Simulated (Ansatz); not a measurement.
**Abstraction of H: C4H10 + Si(CH3)F2 → C4H9 + SiH(CH3)F2**

Species: C4H10 (butane) `CCCC`, singlet; Si(CH3)F2, doublet; C4H9 (1-butyl radical) `[CH2]CCC`, doublet; SiH(CH3)F2, singlet. A radical takes H: the energy is the difference in strength between the C–H bond broken and the Si–H bond made.

Shapes, held fixed at every level: PBE0-D4/def2-TZVP. Flexible molecules stand in one conformer, not always the lowest. Programs: Ansatz 0.2.0. The zero-point and thermal change to 298 K, harmonic and unscaled (PBE0-D4/def2-TZVP), is -14.0 kJ/mol.

**Question.** Estimate ΔH(298 K) of this reaction.

**Answer.** MP2/def2-TZVPP gives ΔH(298 K) = +23.9 kJ/mol; the levels span +4.9 to +39.7. The median of the levels is +14.6. No measured value is set beside it here. Open shells run unrestricted unless RO is named.

```
               level                    kind  ΔH(298 K) (kJ/mol)
    SPW92/def2-TZVPP                     LDA               +39.7
r2SCAN-D4/def2-TZVPP                meta-GGA               +13.7
 BHLYP-D4/def2-TZVPP           global hybrid                +4.9
  PBE0-D4/def2-TZVPP           global hybrid               +21.8
  wB97X-V/def2-TZVPP  range-separated hybrid               +14.6
       CCSD/def2-SVP   coupled cluster or CI               +12.2
      MP2/def2-TZVPP     perturbation theory               +23.9
```

Every level makes the abstraction endothermic, so the Si–H bond formed is weaker than the primary C–H bond broken. The sign is consistent, but the size is not: MP2, at +23.9 kJ/mol, lies above every level except the LDA, and CCSD in its small basis cannot settle the matter.

The main cause is the poorer overlap of hydrogen 1s with the larger, more diffuse valence orbitals of silicon. Fluorine probably narrows the gap. By drawing silicon p character into the Si–F bonds, it leaves more s character for the Si–H bond, which is therefore stronger than in a purely alkylated silane. The primary butyl radical, for its part, gains only modest hyperconjugative stabilisation. Attack at a secondary carbon should cost less energy, since the radical formed there is better stabilised.

The negative vibrational contribution fits the replacement of stiff C–H modes by softer Si–H ones, and it offsets part of the electronic cost. The reaction enthalpy alone does not show how fast the abstraction would be.
